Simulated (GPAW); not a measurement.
# NiO (Fm-3m) in GPAW: settings compared

One crystal, NiO, is run at these levels: C09-vdW, PBEsol, PBE; tasks: band structure, equation of state.

Everything below comes from runs of GPAW 26.7.0. Logs are shortened: lines on timing, memory, paths and dates and some standing lists are left out, and cuts for length are marked. The log counts tension as positive stress, the text compression.

**The experiment to reproduce.**

“Local correlations, non-local screening, multiplets, and band formation in NiO”, 2012, arxiv:1210.6675 quotes, for a bulk crystal of NiO: band gap 4.3 eV.

The results are compared with them further down.

## 1. The crystal as given

The structure is cubic, space group Fm-3m (No. 225). The conventional cell has a = 4.172 Å, b = 4.172 Å, c = 4.172 Å, α = 90.00°, β = 90.00°, γ = 90.00°. Ni (site symmetry m-3m) has 6 O at 2.09 Å as nearest neighbours. O (site symmetry m-3m) has 6 Ni at 2.09 Å as nearest neighbours.

## 2. Band structure, C09-vdW, collinear spin, ferromagnetic start

run.py reads:

```python
import spglib
from ase import Atoms
from ase.dft.bandgap import bandgap
from ase.io import read, write
from gpaw import GPAW, PW

atoms = read('NiO.cif')
cell, positions, numbers = spglib.find_primitive(
    (atoms.cell[:], atoms.get_scaled_positions(), atoms.numbers), symprec=1e-4)
atoms = Atoms(numbers, cell=cell, scaled_positions=positions, pbc=True)
atoms.set_initial_magnetic_moments([1.0, 0.0])

calc = GPAW(mode=PW(800),
            xc={'name': 'C09-vdW', 'backend': 'libvdwxc'},
            kpts={'size': (8, 8, 8), 'gamma': True},
            occupations={'name': 'fermi-dirac', 'width': 0.05},
            nbands=22,
            convergence={'density': 1e-05, 'energy': 1e-05},
            maxiter=150,
            txt='gpaw.txt')
atoms.calc = calc
energy = atoms.get_potential_energy()
forces = atoms.get_forces()
calc.write('gs.gpw')
write('result.traj', atoms)
print(f'Energy: {energy:.6f} eV')
print('Forces (eV/A):')
print(forces.round(4))
print('Moments:', calc.get_magnetic_moments().round(3))
print('Fermi level:', round(calc.get_fermi_level(), 4), 'eV')
print(f'Gap: {bandgap(calc)[0]:.4f} eV, direct: {bandgap(calc, direct=True)[0]:.4f} eV')

path = atoms.cell.bandpath('GXWKGLUWLK,UX', npoints=100, eps=1e-4)
bs_calc = calc.fixed_density(kpts=path, symmetry='off', nbands=31,
                             convergence={'bands': 'CBM+6.0', 'eigenstates': 1e-6}, txt='bands.txt')
bs = bs_calc.band_structure()
bs.write('bs.json')
print(f'Gap on the path: {bandgap(bs_calc)[0]:.4f} eV')
```

NiO.cif reads:

```cif
data_NiO
_cell_length_a 4.17180328
_cell_length_b 4.17180328
_cell_length_c 4.17180328
_cell_angle_alpha 90.00000000
_cell_angle_beta 90.00000000
_cell_angle_gamma 90.00000000
_space_group_name_H-M_alt 'Fm-3m'
_space_group_name_Hall '-F 4 2 3'
_space_group_IT_number 225
loop_
_space_group_symop_operation_xyz
'x,y,z'
'-x,-y,-z'
'-y,x,z'
'y,-x,-z'
'-x,-y,z'
'x,y,-z'
'y,-x,z'
'-y,x,-z'
'x,-y,-z'
'-x,y,z'
'-y,-x,-z'
'y,x,z'
'-x,y,-z'
'x,-y,z'
'y,x,-z'
'-y,-x,z'
'z,x,y'
'-z,-x,-y'
'z,-y,x'
'-z,y,-x'
'z,-x,-y'
'-z,x,y'
'z,y,-x'
'-z,-y,x'
'-z,x,-y'
'z,-x,y'
'-z,-y,-x'
'z,y,x'
'-z,-x,y'
'z,x,-y'
'-z,y,x'
'z,-y,-x'
'y,z,x'
'-y,-z,-x'
'x,z,-y'
'-x,-z,y'
'-y,z,-x'
'y,-z,x'
'-x,z,y'
'x,-z,-y'
'-y,-z,x'
'y,z,-x'
'-x,-z,-y'
'x,z,y'
'y,-z,-x'
'-y,z,x'
'x,-z,y'
'-x,z,-y'
'x,y+1/2,z+1/2'
'-x,-y+1/2,-z+1/2'
'-y,x+1/2,z+1/2'
'y,-x+1/2,-z+1/2'
[... 63 lines left out ...]
'-z+1/2,y,-x+1/2'
'z+1/2,-x,-y+1/2'
'-z+1/2,x,y+1/2'
'z+1/2,y,-x+1/2'
'-z+1/2,-y,x+1/2'
'-z+1/2,x,-y+1/2'
'z+1/2,-x,y+1/2'
'-z+1/2,-y,-x+1/2'
'z+1/2,y,x+1/2'
'-z+1/2,-x,y+1/2'
'z+1/2,x,-y+1/2'
'-z+1/2,y,x+1/2'
'z+1/2,-y,-x+1/2'
'y+1/2,z,x+1/2'
'-y+1/2,-z,-x+1/2'
'x+1/2,z,-y+1/2'
'-x+1/2,-z,y+1/2'
'-y+1/2,z,-x+1/2'
'y+1/2,-z,x+1/2'
'-x+1/2,z,y+1/2'
'x+1/2,-z,-y+1/2'
'-y+1/2,-z,x+1/2'
'y+1/2,z,-x+1/2'
'-x+1/2,-z,-y+1/2'
'x+1/2,z,y+1/2'
'y+1/2,-z,-x+1/2'
'-y+1/2,z,x+1/2'
'x+1/2,-z,y+1/2'
'-x+1/2,z,-y+1/2'
'x+1/2,y+1/2,z'
'-x+1/2,-y+1/2,-z'
'-y+1/2,x+1/2,z'
'y+1/2,-x+1/2,-z'
'-x+1/2,-y+1/2,z'
'x+1/2,y+1/2,-z'
'y+1/2,-x+1/2,z'
'-y+1/2,x+1/2,-z'
'x+1/2,-y+1/2,-z'
'-x+1/2,y+1/2,z'
'-y+1/2,-x+1/2,-z'
'y+1/2,x+1/2,z'
'-x+1/2,y+1/2,-z'
'x+1/2,-y+1/2,z'
'y+1/2,x+1/2,-z'
'-y+1/2,-x+1/2,z'
'z+1/2,x+1/2,y'
'-z+1/2,-x+1/2,-y'
'z+1/2,-y+1/2,x'
'-z+1/2,y+1/2,-x'
'z+1/2,-x+1/2,-y'
'-z+1/2,x+1/2,y'
'z+1/2,y+1/2,-x'
'-z+1/2,-y+1/2,x'
'-z+1/2,x+1/2,-y'
'z+1/2,-x+1/2,y'
'-z+1/2,-y+1/2,-x'
'z+1/2,y+1/2,x'
'-z+1/2,-x+1/2,y'
'z+1/2,x+1/2,-y'
'-z+1/2,y+1/2,x'
'z+1/2,-y+1/2,-x'
'y+1/2,z+1/2,x'
'-y+1/2,-z+1/2,-x'
'x+1/2,z+1/2,-y'
'-x+1/2,-z+1/2,y'
'-y+1/2,z+1/2,-x'
'y+1/2,-z+1/2,x'
'-x+1/2,z+1/2,y'
'x+1/2,-z+1/2,-y'
'-y+1/2,-z+1/2,x'
'y+1/2,z+1/2,-x'
'-x+1/2,-z+1/2,-y'
'x+1/2,z+1/2,y'
'y+1/2,-z+1/2,-x'
'-y+1/2,z+1/2,x'
'x+1/2,-z+1/2,y'
'-x+1/2,z+1/2,-y'
loop_
_atom_site_label
_atom_site_type_symbol
_atom_site_symmetry_multiplicity
_atom_site_Wyckoff_symbol
_atom_site_fract_x
_atom_site_fract_y
_atom_site_fract_z
_atom_site_occupancy
Ni1 Ni 4 a 0.0000000000 0.0000000000 0.0000000000 1
O1 O 4 b 0.5000000000 0.0000000000 0.0000000000 1
```

Potentials or basis: GPAW PAW data sets (gpaw-data 1.2.1), pw.

The run is started by

```bash
> OMP_NUM_THREADS=1 python run.py
```

gpaw.txt:

```text
__  _  _
 | _ |_)|_||  |
 |__||  | ||/\| - 26.7.0

Input parameters:
  mode=PW(ecut=800.0),
  convergence={'density': 1e-05, 'energy': 1e-05},
  kpts=MonkhorstPack(size=(8, 8, 8), gamma=True),
  maxiter=150,
  nbands=22,
  occupations=Occupations(name='fermi-dirac', width=0.05),
  xc=XC(name='C09-vdW', backend='libvdwxc')

Diagonalizing LCAO Hamiltonian
Converting LCAO to pw mode

              O

       Ni

Atoms  # Å, Bohr magnetons
|   | symbol |        x |        y |        z |    initial magnetic moments |
|---|--------|----------|----------|----------|-----------------------------|
| 0 |     Ni | 0.000000 | 0.000000 | 0.000000 | ( 0.0000,  0.0000,  1.0000) |
| 1 |      O | 2.085902 | 2.085902 | 2.085902 | ( 0.0000,  0.0000,  0.0000) |

Unit cell  # Å
| periodic |        x |        y |        z |  lengths |    angles |
|----------|----------|----------|----------|----------|-----------|
|      yes | 0.000000 | 2.085902 | 2.085902 | 2.949910 | 60.000000 |
|      yes | 2.085902 | 0.000000 | 2.085902 | 2.949910 | 60.000000 |
|      yes | 2.085902 | 2.085902 | 0.000000 | 2.949910 | 60.000000 |

Number of symmetries: 48
Symmetry operations  # r_c * U_cc + t_c -> r_c
|    | kind |            matrix            |
|----|------|------------------------------|
|  0 |  σ   |  1, 0, 0,  1, 0,-1,  1,-1, 0 |
|  1 |  C2  |  1, 0, 0,  1,-1, 0,  1, 0,-1 |
|  2 |  E   |  1, 0, 0,  0, 1, 0,  0, 0, 1 |
|  3 |  σ   |  1, 0, 0,  0, 0, 1,  0, 1, 0 |
|  4 |  C4  |  1, 0,-1,  1, 0, 0,  1,-1, 0 |
|  5 |  S6  |  1, 0,-1,  1,-1, 0,  1, 0, 0 |
|  6 |  σ   |  1, 0,-1,  0, 1,-1,  0, 0,-1 |
|  7 |  C3  |  1, 0,-1,  0, 0,-1,  0, 1,-1 |
|  8 |  S6  |  1,-1, 0,  1, 0, 0,  1, 0,-1 |
|  9 |  C4  |  1,-1, 0,  1, 0,-1,  1, 0, 0 |
| 10 |  C3  |  1,-1, 0,  0,-1, 1,  0,-1, 0 |
| 11 |  σ   |  1,-1, 0,  0,-1, 0,  0,-1, 1 |
| 12 |  σ   |  0, 1, 0,  1, 0, 0,  0, 0, 1 |
| 13 |  C4  |  0, 1, 0,  0, 1,-1, -1, 1, 0 |
| 14 |  C3  |  0, 1, 0,  0, 0, 1,  1, 0, 0 |
| 15 |  S6  |  0, 1, 0, -1, 1, 0,  0, 1,-1 |
| 16 |  C2  |  0, 1,-1,  1, 0,-1,  0, 0,-1 |
| 17 |  σ   |  0, 1,-1,  0, 1, 0, -1, 1, 0 |
| 18 |  S4  |  0, 1,-1,  0, 0,-1,  1, 0,-1 |
| 19 |  C4  |  0, 1,-1, -1, 1, 0,  0, 1, 0 |
| 20 |  C3  |  0, 0, 1,  1, 0, 0,  0, 1, 0 |
| 21 |  σ   |  0, 0, 1,  0, 1, 0,  1, 0, 0 |
| 22 |  S6  |  0, 0, 1,  0,-1, 1, -1, 0, 1 |
| 23 |  C4  |  0, 0, 1, -1, 0, 1,  0,-1, 1 |
| 24 |  S4  |  0, 0,-1,  1, 0,-1,  0, 1,-1 |
| 25 |  C3  |  0, 0,-1,  0, 1,-1,  1, 0,-1 |
| 26 |  C2  |  0, 0,-1,  0,-1, 0, -1, 0, 0 |
| 27 |  S6  |  0, 0,-1, -1, 0, 0,  0,-1, 0 |
| 28 |  S4  |  0,-1, 1,  1,-1, 0,  0,-1, 0 |
| 29 |  C4  |  0,-1, 1,  0, 0, 1, -1, 0, 1 |
| 30 |  C2  |  0,-1, 1,  0,-1, 0,  1,-1, 0 |
| 31 |  σ   |  0,-1, 1, -1, 0, 1,  0, 0, 1 |
| 32 |  C3  |  0,-1, 0,  1,-1, 0,  0,-1, 1 |
| 33 |  S6  |  0,-1, 0,  0, 0,-1, -1, 0, 0 |
| 34 |  S4  |  0,-1, 0,  0,-1, 1,  1,-1, 0 |
| 35 |  C2  |  0,-1, 0, -1, 0, 0,  0, 0,-1 |
| 36 |  C2  | -1, 1, 0,  0, 1, 0,  0, 1,-1 |
| 37 |  S6  | -1, 1, 0,  0, 1,-1,  0, 1, 0 |
| 38 |  S4  | -1, 1, 0, -1, 0, 1, -1, 0, 0 |
| 39 |  C3  | -1, 1, 0, -1, 0, 0, -1, 0, 1 |
| 40 |  S6  | -1, 0, 1,  0, 0, 1,  0,-1, 1 |
| 41 |  C2  | -1, 0, 1,  0,-1, 1,  0, 0, 1 |
| 42 |  C3  | -1, 0, 1, -1, 1, 0, -1, 0, 0 |
| 43 |  S4  | -1, 0, 1, -1, 0, 0, -1, 1, 0 |
| 44 |  C2  | -1, 0, 0,  0, 0,-1,  0,-1, 0 |
| 45 |  i   | -1, 0, 0,  0,-1, 0,  0, 0,-1 |
| 46 |  σ   | -1, 0, 0, -1, 1, 0, -1, 0, 1 |
| 47 |  C2  | -1, 0, 0, -1, 0, 1, -1, 1, 0 |

BZ-sampling:
  Number of BZ points: 512
  Number of IBZ points: 29

  Monkhorst-Pack size: [8, 8, 8]
  Monkhorst-Pack shift: [0.0625, 0.0625, 0.0625]

K-points  # in reciprocal-cell coordinates
|     |                                coordinates |     weight |
|-----|--------------------------------------------|------------|
|   0 | (  0.00000000,   0.00000000,   0.00000000) | 0.00195312 |
|   1 | (  0.12500000,   0.12500000,   0.00000000) | 0.01171875 |
|   2 | (  0.12500000,   0.12500000,   0.12500000) | 0.01562500 |
|   3 | (  0.25000000,   0.12500000,   0.12500000) | 0.02343750 |
|   4 | (  0.25000000,   0.25000000,   0.00000000) | 0.01171875 |
|   5 | (  0.25000000,   0.25000000,   0.12500000) | 0.04687500 |
|   6 | (  0.25000000,   0.25000000,   0.25000000) | 0.01562500 |
|   7 | (  0.37500000,   0.25000000,  -0.37500000) | 0.04687500 |
|   8 | (  0.37500000,   0.25000000,   0.12500000) | 0.04687500 |
|   9 | (  0.37500000,   0.25000000,   0.25000000) | 0.04687500 |
| ... |                                            |            |
|  28 | (  0.50000000,   0.50000000,   0.50000000) | 0.00781250 |

Plane wave coefficients: 950
Cutoff: 800.0 eV

Spin-components: 2 (collinear spins)
Bands:           22
Projectors:      11
Spin-degeneracy: 1
Datatype:        complex128

Parallelization:
  kpt:    1
  domain: 1
  band:   1

Density:
  Valence electrons: 22.0
  Components: 2
  Grid points: [20 20 20]
  Charge: 0.0  # |e|

Potential:
  Grid points: [20 20 20]

species:
  Ni:
    name:    Nickel
    Z:       28.0
    valence: 16
    core:    12
    charge:  0.0  # [|e|]
    compensation charges:
      type: gauss
      rc: 0.36  # [Å]
      lmax: 2
    cutoffs:
      filter: 2.14  # [Å]
      core: 1.98  # [Å]
    projectors
    | kind |    occ | energy [eV] | rcut [Å] |
    |------|--------|-------------|----------|
    |   4s |  2.000 |      -5.642 |    1.164 |
    |   3p |  6.000 |     -71.394 |    1.207 |
    |   4p |  0.000 |      -1.226 |    1.207 |
    |   3d |  8.000 |      -8.875 |    1.138 |
    |    s |        |      21.570 |    1.164 |
    |    d |        |      18.337 |    1.138 |

    Using partial waves for Ni as LCAO basis

  O:
    name:    Oxygen
    Z:       8.0
    valence: 6
    core:    2
    charge:  0.0  # [|e|]
    compensation charges:
      type: gauss
      rc: 0.21  # [Å]
      lmax: 2
    cutoffs:
      filter: 1.17  # [Å]
      core: 0.83  # [Å]
    projectors
    | kind |    occ | energy [eV] | rcut [Å] |
    |------|--------|-------------|----------|
    |   2s |  2.000 |     -23.961 |    0.688 |
    |   2p |  4.000 |      -9.029 |    0.598 |
    |    s |        |       3.251 |    0.688 |
    |    p |        |      18.182 |    0.598 |
    |    d |        |       0.000 |    0.619 |

    Using partial waves for O as LCAO basis

Reference energy: -43408.850748  # eV

eigensolver:
  PPCG
  Converge bands: occupied
  niter=2

density mixing:
  MSR1-Mixer
  Pratt-step length: 0.05
  Maximum mixing coefficient: 0.75
  Old densities: 10
  SVD Regularization: 0.005
  Good broyden scale: 1.0
  Trust region scale: 1.0
  Backstep threshold: 4.0
  History deletion threshold: 6.0
  Fourier metric: weight=20.0, sigma=0.015

occupation numbers:
  Fermi-Dirac:
    width: 0.0500  # eV

poisson solver:
  ecut: 6400.0  # eV

xc functional:
  name: vdW-C09 with libvdwxc
  Mode: serial
  Semilocal: GGA_X_C09X+LDA_C_PW with 2 nearest neighbor stencil
  Corresponding non-local functional: vdW-DF
  Local blocksize: 40 x 40 x 40
  PAW datasets: PBE

convergence criteria:
- Maximum integral of absolute [dens]ity change: 1e-05 electrons / valence electron
- Maximum [total energy] change in last 3 cyles: 1e-05 eV / valence electron
- Maximum integral of absolute [eigenst]ate change: 4e-08 eV^2 / valence electron
maximum number of iterations: 150

SCF iterations
|iter     | |      energy | eigst |  dens |  magmom |
|---------|-|-------------|-------|-------|---------|
|iter:   1| |   11.806051 | +0.13 |       |  +1.0004|
|iter:   2| |   11.908520 | -2.33 | -1.12 |  +0.9903|
|iter:   3| |   12.166665 | -2.30 | -1.16 |  +0.8477|
|iter:   4| |   12.105304 | -2.84 | -1.77 |  +0.8213|
|iter:   5| |   12.167938 | -3.47 | -1.65 |  +0.8100|
|iter:   6| |   12.163501 | -3.96 | -2.10 |  +0.7823|
|iter:   7| |   12.163494 | -6.23 | -2.87 |  +0.7928|
|iter:   8| |   12.163363c| -5.47 | -2.98 |  +0.8286|
|iter:   9| |   12.163206 | -5.44 | -3.11 |  +0.8683|
|iter:  10| |   12.162802 | -5.47 | -3.05 |  +0.9204|
|iter:  11| |   12.162328 | -5.52 | -3.28 |  +0.9628|
|iter:  12| |   12.162185 | -6.38 | -3.59 |  +0.9774|
|iter:  13| |   12.162174c| -8.19c| -4.25 |  +0.9788|
|iter:  14| |   12.162178c| -8.67c| -4.68 |  +0.9783|
|iter:  15| |   12.162170c| -8.67c| -5.08c|  +0.9795|

Converged in 15 steps
Energy contributions relative to reference atoms: (reference = -43408.850748)

Energy contributions:
  Kinetic:          23.420317
  Coulomb:         -20.126065
  Zero:              0.267562
  External:          0.000000
  Xc:                8.607405
  Entropy:          -0.014099
  Spinorbit:         0.000000
  ----------------------------
  Free energy:      12.155120
  Extrapolated:     12.162170

dipole moment: (-8.335709, -8.335709, -8.335709)  # |e|*Ang

Total magnetic moment: (0.000000, 0.000000, 0.979459)

Local magnetic moments
|        x |        y |        z |
|----------|----------|----------|
| 0.000000 | 0.000000 | 0.835800 |  # Ni   0
| 0.000000 | 0.000000 | 0.103824 |  # O    1

Fermi level: 7.998
Eigenvalues  # (at kpt = [0.000, 0.000, 0.000])
| band index |      eig [eV] | occ [0-1] |      eig [eV] | occ [0-1] |
|------------|---------------|-----------|---------------|-----------|
|          0 |       -55.964 |     1.000 |       -54.993 |     1.000 |
|        ... |               |           |               |           |
|          4 |         4.691 |     1.000 |         4.951 |     1.000 |
|          5 |         4.691 |     1.000 |         4.951 |     1.000 |
|          6 |         4.691 |     1.000 |         4.951 |     1.000 |
|          7 |         5.628 |     1.000 |         6.194 |     1.000 |
|          8 |         5.628 |     1.000 |         6.194 |     1.000 |
|          9 |         5.674 |     1.000 |         6.194 |     1.000 |
[... 8 lines left out ...]
|         18 |        30.031 |     0.000 |        30.295 |     0.000 |
|         19 |        30.031 |     0.000 |        30.295 |     0.000 |
|        ... |               |           |               |           |
|         21 |        33.730 |     0.000 |        34.086 |     0.000 |

No gap
No difference between direct/indirect transitions

Forces  # eV/Ang
|       x |        y |        z |
|---------|----------|----------|
| 0.00000 | -0.00000 |  0.00000 |  # Ni   0
| 0.00000 | -0.00000 | -0.00000 |  # O    1

# Writing to gs.gpw (mode='')
```

Run time: 37 s. Hardware: 1 thread of Intel Xeon 6975P-C (Granite Rapids), shared host; peak memory 0.32 GiB.

Results:

| Quantity | Value |
| --- | --- |
| Free energy | 12.1551 eV |
| Band gap along the path | none (metal or under the smearing width) |
| Net moment | 0.98 μB per cell |
| Site moments | Ni +0.84; O +0.10 μB |

Levels at the corners of the path, in eV from the Fermi level:
Spin up:
```tsv
point	band 8	band 9	band 10	band 11	band 12	band 13
Γ	-2.37	-2.37	-2.32	-2.32	-2.32	1.47
X	-3.28	-1.99	-1.42	-1.22	-1.22	6.11
W	-1.60	-1.60	-1.56	-1.22	-0.63	8.40
K	-2.22	-1.36	-1.19	-1.16	-0.61	7.72
Γ	-2.37	-2.37	-2.32	-2.32	-2.32	1.47
L	-1.52	-1.52	-1.08	0.74	0.74	5.44
U	-2.22	-1.36	-1.19	-1.16	-0.61	7.72
W	-1.60	-1.60	-1.56	-1.22	-0.63	8.40
L	-1.52	-1.52	-1.08	0.74	0.74	5.44
K	-2.22	-1.36	-1.19	-1.16	-0.61	7.72
U	-2.22	-1.36	-1.19	-1.16	-0.61	7.72
X	-3.28	-1.99	-1.42	-1.22	-1.22	6.11
```
Spin down:
| point | band 8 | band 9 | band 10 | band 11 | band 12 | band 13 |
| --- | --- | --- | --- | --- | --- | --- |
| Γ | -1.80 | -1.80 | -1.80 | -1.09 | -1.09 | 1.66 |
| X | -2.84 | -0.66 | -0.64 | -0.64 | -0.09 | 6.35 |
| W | -1.08 | -1.08 | -0.64 | -0.23 | 0.54 | 8.70 |
| K | -1.68 | -0.79 | -0.59 | 0.05 | 0.54 | 7.97 |
| Γ | -1.80 | -1.80 | -1.80 | -1.09 | -1.09 | 1.66 |
| L | -0.90 | -0.90 | -0.54 | 1.77 | 1.77 | 5.55 |
| U | -1.68 | -0.79 | -0.59 | 0.05 | 0.54 | 7.97 |
| W | -1.08 | -1.08 | -0.64 | -0.23 | 0.54 | 8.70 |
| L | -0.90 | -0.90 | -0.54 | 1.77 | 1.77 | 5.55 |
| K | -1.68 | -0.79 | -0.59 | 0.05 | 0.54 | 7.97 |
| U | -1.68 | -0.79 | -0.59 | 0.05 | 0.54 | 7.97 |
| X | -2.84 | -0.66 | -0.64 | -0.64 | -0.09 | 6.35 |

Caveat: the PAW data sets were made with another functional, which shifts forces and pressure a little; a cell with one magnetic atom can't hold antiferromagnetic order, which such compounds often take; semilocal functionals often make such compounds metallic where correlation or magnetic order opens a gap, which also shifts bond lengths.

## 3. Equation of state, PBEsol, collinear spin, ferromagnetic start

run.py reads:

```python
from ase.eos import EquationOfState
from ase.io import Trajectory
from ase.spacegroup import crystal
from ase.units import GPa
from gpaw import GPAW, PW, setup_paths

setup_paths.insert(0, '.')

# Ni 4a
# O 4b
atoms = crystal(['Ni', 'O'],
                basis=[[0.0, 0.0, 0.0],
                       [0.5, 0.0, 0.0]],
                spacegroup=225, setting=1,  # Fm-3m
                cellpar=[4.17180328, 4.17180328, 4.17180328, 90.0, 90.0, 90.0],
                primitive_cell=True)
atoms.set_initial_magnetic_moments([1.0, 0.0])

traj = Trajectory('eos.traj', 'w')
volumes, energies = [], []
for x in [0.94, 0.96, 0.98, 1.0, 1.02, 1.04, 1.06]:
    a = atoms.copy()
    a.set_cell(atoms.cell * x**(1 / 3), scale_atoms=True)
    calc = GPAW(mode=PW(800),
                xc='PBEsol',
                kpts={'size': (8, 8, 8), 'gamma': True},
                occupations={'name': 'fermi-dirac', 'width': 0.05},
                nbands=22,
                convergence={'density': 1e-05, 'energy': 1e-05},
                maxiter=150,
                txt=f'eos-{x:.2f}.txt')
    a.calc = calc
    energies.append(a.get_potential_energy(force_consistent=True))
    volumes.append(a.get_volume())
    p = -a.get_stress()[:3].mean() / GPa
    calc.write(f'eos-{x:.2f}.gpw')
    traj.write(a)
    print(f'{x:.2f} {volumes[-1]:10.4f} A^3 {energies[-1]:14.6f} eV {p:9.3f} GPa', flush=True)

v0, e0, B = EquationOfState(volumes, energies, eos='birchmurnaghan').fit()
print(f'V0 = {v0:.4f} A^3, E0 = {e0:.6f} eV, B0 = {B / GPa:.2f} GPa')
```

Potentials or basis: PAW data sets generated in the run's folder for this functional, pw.

The run is started by

```bash
> gpaw-setup -f PBEsol Ni O
> OMP_NUM_THREADS=1 python run.py
```

It took 2.4 min on 1 thread of Intel Xeon 6975P-C (Granite Rapids), shared host; peak memory 0.31 GiB.

It converged, with:

```
Equilibrium volume : 8.83 Å³/atom (rough: see the caveat)
Bulk modulus       : 216 GPa (rough)
```

Energy against volume, from the lowest point:
| volume (Å³/atom) | energy (meV/atom) |
| --- | --- |
| 8.531 | 7.61 |
| 8.713 | 1.21 |
| 8.894 | 0.00 |
| 9.076 | 3.78 |
| 9.257 | 11.72 |
| 9.439 | 19.64 |
| 9.620 | 30.49 |

Caveat: the fit is doubtful: noisy points or a state that changes with volume.

(Continued in part 2 of 2.)
